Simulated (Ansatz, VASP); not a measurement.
## PbF2 (Fluorocronite) in VASP and in Ansatz

The input INCAR:

```
SYSTEM = PbF2
PREC     = Accurate       ! precision mode
ENCUT    = 520            ! plane-wave cutoff, eV
EDIFF    = 1E-7           ! SCF threshold, eV
ISMEAR   = -1             ! smearing method
SIGMA    = 0.05           ! smearing width, eV
LREAL    = .False.        ! projectors in reciprocal space
LASPH    = .True.         ! aspherical terms in the spheres
NELM     = 60             ! most SCF steps
ALGO     = Normal         ! electronic algorithm
ISIF     = 2              ! what is computed and relaxed
LWAVE    = .False.        ! write WAVECAR
LCHARG   = .False.        ! write CHGCAR
GGA      = PE             ! functional
NBANDS   = 21             ! bands
```

The input KPOINTS:

```
regular mesh
0
Gamma
  8 8 8
  0 0 0
```

File POSCAR:

```
PbF2
1.0
    0.0000000000      2.9832874594      2.9832874594
    2.9832874594      0.0000000000      2.9832874594
    2.9832874594      2.9832874594      0.0000000000
Pb F
1 2
Direct
    0.0000000000      0.0000000000      0.0000000000
    0.7500000000      0.7500000000      0.7500000000
    0.2500000000      0.2500000000      0.2500000000
```

File input.yaml:

```yaml
crystal:
  lattice:
    - [0.0, 2.9832874594, 2.9832874594]
    - [2.9832874594, 0.0, 2.9832874594]
    - [2.9832874594, 2.9832874594, 0.0]
  atoms:
    - { symbol: Pb, position: [0.0, 0.0, 0.0] }
    - { symbol: F, position: [0.75, 0.75, 0.75] }
    - { symbol: F, position: [0.25, 0.25, 0.25] }
hamiltonian:
  xc: pbe
  pseudopotentials: { kind: paw }
kpoints:
  mp_grid: { grid: [8, 8, 8] }
scf:
  occupations: { method: fermi_dirac, width: 0.05 }
output:
  forces: true
  stress: true
  eigenvalues: true
```

Change from the starting cell: volume scaled by 1.02.

Alike in both runs: task single point; functional PBE; k mesh 8 × 8 × 8; occupations fermi-dirac, width 0.05 eV; no spin polarisation.

```csv
,VASP,Ansatz
version,VASP 6.6.1,Ansatz 0.2.0
potentials or method,"VASP PAW PBE potentials, release 64 (Pb_d, F)",Ansatz PAW
plane-wave cutoff (eV),520,420
valence electrons in the cell,28,28
```

Ansatz gave:

```
gap on the k mesh at the Fermi level (eV) : 4.42
least direct gap on the mesh (eV)         : 4.56
pressure (GPa)                            : 1.2
```

Task: Estimate VASP's values.

Result: gap on the k mesh at the Fermi level (eV): 4.42; least direct gap on the mesh (eV): 4.56; pressure (GPa): 1.0.

Caveats: spin-orbit coupling is left out, which as a rule narrows the gap of such compounds by several tenths of an eV; the pressure holds a Pulay correction of +0.5 GPa for the finite cutoff (Ansatz). A k mesh can miss the band edges.
